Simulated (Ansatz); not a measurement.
The system is ZrS2.

```xyz
3
Lattice="3.6914 0.0000 0.0000 -1.8457 3.1968 0.0000 0.0000 0.0000 6.0411" Properties=species:S:1:pos:R:3 pbc="T T T"
Zr    0.0000    0.0000    0.0000
S     0.0000    2.1312    1.4372
S     1.8457    1.0656    4.6038
```

The cell is a database's computed one.

Base run:

| Property | Result |
| --- | --- |
| Program | Ansatz 0.2.0 |
| Functional | PBE |
| Potentials or basis | all-electron LAPW, scalar-relativistic |
| Cutoff | 201 eV (chosen from the basis error) |
| Basis error allowed | 0.002 eV/atom |
| k mesh | 8 × 8 × 5 |
| Occupations | fermi-dirac, width 0.05 eV |
| Spin | no spin polarisation |

Its results: band gap on the k mesh 1.05 eV, indirect (least direct gap 1.64 eV); pressure 0.5 GPa; largest force 0.046 eV/Å.

Question: The run is repeated on the same cell with these changes: functional from PBE to PBEsol. What comes out?

Answer: Band gap on the k mesh 0.98 eV, indirect (least direct gap 1.58 eV); pressure -2.5 GPa; largest force 0.150 eV/Å.

PBEsol binds more tightly than PBE, so the same cell stands under less pressure.

Caveats: this functional lacks dispersion, which binds the layers, so the pressure and a relaxed spacing across them are unreliable.
